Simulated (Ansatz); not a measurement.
System: NaScSe2 (I-III-VI2 or I-V-VI2 ordering, started on the rocksalt lattice) (I4_1/amd).

The structure was built from a prototype and need not be the compound's stable phase.

```xyz
8
Lattice="-2.8089 2.8089 5.8067 2.8089 -2.8089 5.8067 2.8089 2.8089 -5.8067" Properties=species:S:1:pos:R:3 pbc="T T T"
Na    0.0000    2.8089    2.9034
Se    0.0000    2.8089   -0.2266
Na    0.0000    0.0000    0.0000
Se    0.0000    0.0000    8.4835
Sc    2.8089    0.0000    2.9034
Se    2.8089    0.0000    0.2266
Sc    0.0000    0.0000    5.8067
Se    0.0000    0.0000    3.1299
```

The structure was relaxed with PBE. The runs that relaxed it are not among those shown. PAW set soft_2, made with PBE.

Gaps computed with Ansatz 0.2.0 without a self-energy: PBE 1.15 eV and HSE06 2.07 eV.

Q: Estimate the G0W0@PBE gap with 4×4×4 mesh, 547 empty bands, screening to 120 eV, default PAW files.

About 2.52 eV: on its mesh the run moves the gap from 1.14 eV by +1.38 eV. Among the scalar-relativistic levels given, HSE06 is nearest (−0.45 eV). Bands and cutoff are finite, so the gap is not at the basis limit. The miss can reach some tenths of an eV and take either sign; the mesh is an error of its own. The many-body steps are scalar-relativistic: spin-orbit coupling is not in them.

[Paths, hosts, dates, memory and timing lines, banners, echoed tables and standing remarks are left out of the program output.]

[Logs are printed without paths, hosts, clocks, repeated set-up lines and the standing remarks that a program may print on its own settings, such as how far it seeks lower states.]

[Runs of the session that timed out or met a known fault of the program may be left out.]

[Cells called generated may have been cut or substituted from an entry of the Crystallography Open Database or the Materials Project.]

[Hosts, paths, dates, database ids (printed as entryN), source tags and the programs' standing remarks are cut or masked in the printed files.]
